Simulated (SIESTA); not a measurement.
# TePb under changes of volume

One of the cells (33.730 Å³/atom); the others are scaled copies at fixed shape and fractional positions:

```
Pb Te
1.0
     0.00000    3.23100    3.23100
     3.23100    0.00000    3.23100
     3.23100    3.23100    0.00000
Pb Te
1 1
Direct
  0.00000 0.00000 0.00000
  0.50000 0.50000 0.50000
```

```yaml
Program: SIESTA 5.4.2
Functional: RPBE
Potentials_or_basis: PseudoDojo 0.4 standard (PBE files)
Basis: DZP (energy shift 0.002 Ry)
Grid_cutoff: 500 Ry
Energy_shift: 0.002 Ry
k_mesh: 7 × 7 × 7
Occupations: fermi-dirac, width 0.05 eV
Spin: no spin polarisation
```

```csv
volume (Å³/atom),energy over the lowest point (meV/atom),pressure (GPa)
31.706,?,?
32.380,84.08,6.9
33.055,57.87,5.6
33.730,38.56,4.5
34.404,21.85,3.5
35.079,9.06,2.6
35.753,0.00,1.7
```

Question: What does the run at 31.706 Å³/atom give?

Answer: Energy over the lowest point 115.72 meV/atom; pressure 8.2 GPa.

Worked out: A Birch-Murnaghan fit of order 3 (a polynomial in V^(-2/3)) to the other rows has no minimum within the range. It gives 115.40 meV/atom at 31.706 Å³/atom, against the run's 115.72, and -dE/dV = 8.3 GPa, against 8.2.

Energies are extrapolated to zero smearing.

Caveats: semicore shells carry a single zeta, which can move pressures by several GPa and volumes by a few percent; the potentials were made for another functional, which shifts forces and pressure; the basis of atomic orbitals isn't converged, which shifts pressures, moduli and gaps.
